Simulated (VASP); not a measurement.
Input of a VASP 6.6.1 run:

Contents of INCAR:

```
SYSTEM = Si3N4
PREC = Accurate
ENCUT = 600
EDIFF = 1E-7
ISMEAR = 0
SIGMA = 0.02
LREAL = .False.
LASPH = .True.
NELM = 100
ALGO = Normal
ISIF = 3
LWAVE = .False.
LCHARG = .False.
GGA = PE
IBRION = 2
NSW = 100
EDIFFG = -0.01
```

File KPOINTS:

```
Automatic mesh
0
Gamma
  6 6 6
  0 0 0
```

POSCAR

```
Si3N4
1.0
    4.1307765543      0.0000000000      0.0000000000
    0.0000000000      4.1307765543      0.0000000000
    0.0000000000      0.0000000000      4.1307765543
Si N
3 4
Direct
    0.0000000000      0.0000000000      0.5000000000
    0.5000000000      0.0000000000      0.0000000000
    0.0000000000      0.5000000000      0.0000000000
    0.2395205918      0.2395205918      0.7604794082
    0.7604794082      0.7604794082      0.7604794082
    0.2395205918      0.7604794082      0.2395205918
    0.7604794082      0.2395205918      0.2395205918
```

Potentials or basis: VASP PAW PBE potentials, release 64 (Si, N).

Command:

```sh
$ cat potpaw_PBE.64/Si/POTCAR potpaw_PBE.64/N/POTCAR > POTCAR
$ mpirun -np 1 vasp_std > vasp.out
```

Task: Estimate the band gap on the k mesh.

Result: 2.72 eV, indirect (least direct gap 2.92 eV).

Task: What does it give for the relaxed volume?

Result: 10.06 Å³/atom.

Task: What does it give for the space group after relaxing (to 0.05 Å)?

Result: P-43m (No. 215).

Forces on the atoms (eV/Å):
```
Si   0.000  0.000  0.000
Si   0.000  0.000  0.000
Si   0.000  0.000  0.000
N    0.001  0.001 -0.001
N   -0.001 -0.001 -0.001
N    0.001 -0.001  0.001
N   -0.001  0.001  0.001
```

A k mesh can miss the band edges. Expect the measured gap to be larger: semilocal functionals such as PBE lack the derivative discontinuity.
